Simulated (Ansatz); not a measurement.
**ZnSe: relaxed-ion elastic tensor**

Level of theory: DFT PBE, scalar-relativistic, plane waves, PAW (Ansatz). Cutoff 420 eV, 8×8×8 k-points (Γ-centred), fixed occupations. No spin polarisation.

The cell, relaxed at this level:
```
Zn Se
1.0
     0.00000    2.86636    2.86636
     2.86636    0.00000    2.86636
     2.86636    2.86636    0.00000
Zn Se
1 1
Direct
  0.00000 0.00000 0.00000
  0.75000 0.75000 0.75000
```

The cell has the zinc blende type, in a space group that the Crystallography Open Database lists for this formula; it was reached from a generator's guess.

(1) Give the relaxed-ion elastic constants (GPa, Voigt order xx yy zz yz xz xy, on the Cartesian axes of the cell above).

(2) Is the crystal stable against homogeneous strain?

(3) And the moduli of a polycrystal (Hill averages)?

Answers

(1)
```
79.8 45.1 45.1  0.0  0.0  0.0
45.1 79.8 45.1  0.0  0.0  0.0
45.1 45.1 79.8  0.0  0.0  0.0
 0.0  0.0  0.0 37.1  0.0  0.0
 0.0  0.0  0.0  0.0 37.1  0.0
 0.0  0.0  0.0  0.0  0.0 37.1
```

(2) Yes: the least eigenvalue of the tensor is 34.7 GPa.

(3) B = 57 GPa, G = 27 GPa, E = 71 GPa, ν = 0.29.
